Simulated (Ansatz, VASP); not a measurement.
**LiF: VASP beside Ansatz**

```
CELL_PARAMETERS angstrom
0.00000 2.01400 2.01400
2.01400 0.00000 2.01400
2.01400 2.01400 0.00000
ATOMIC_POSITIONS crystal
Li 0.00000 0.00000 0.00000
F 0.39139 0.39139 0.60861
```

Change from the starting cell: all F atoms moved +0.438 Å, as atom 2 towards its neighbour atom 1 (Li) at 2.014 Å.

Alike in both runs: task single point; functional PBE; k mesh 10 × 10 × 10; occupations gaussian, width 0.05 eV; no spin polarisation.

```csv
,VASP,Ansatz
version,VASP 6.6.1,Ansatz 0.2.0
potentials or method,"VASP PAW PBE potentials, release 64 (Li_sv, F)","scalar-relativistic, plane waves, PAW"
plane-wave cutoff (eV),520,420
valence electrons in the cell,10,10
```

VASP gave:

| Item | Value |
| --- | --- |
| gap on the k mesh at the Fermi level (eV) | 8.80 |
| least direct gap on the mesh (eV) | 8.80 |
| rms of the force components (eV/Å) | 1.447 |

Q: Which values does Ansatz return?

A: gap on the k mesh at the Fermi level (eV): 8.81; least direct gap on the mesh (eV): 8.81; rms of the force components (eV/Å): 1.353.

Atom by atom the forces differ by 0.094 eV/Å (rms over components).

Caveats: forces of over 1 eV/Å show positions far from the minimum, so gaps and moduli don't describe the material at rest. A k mesh can miss the band edges.
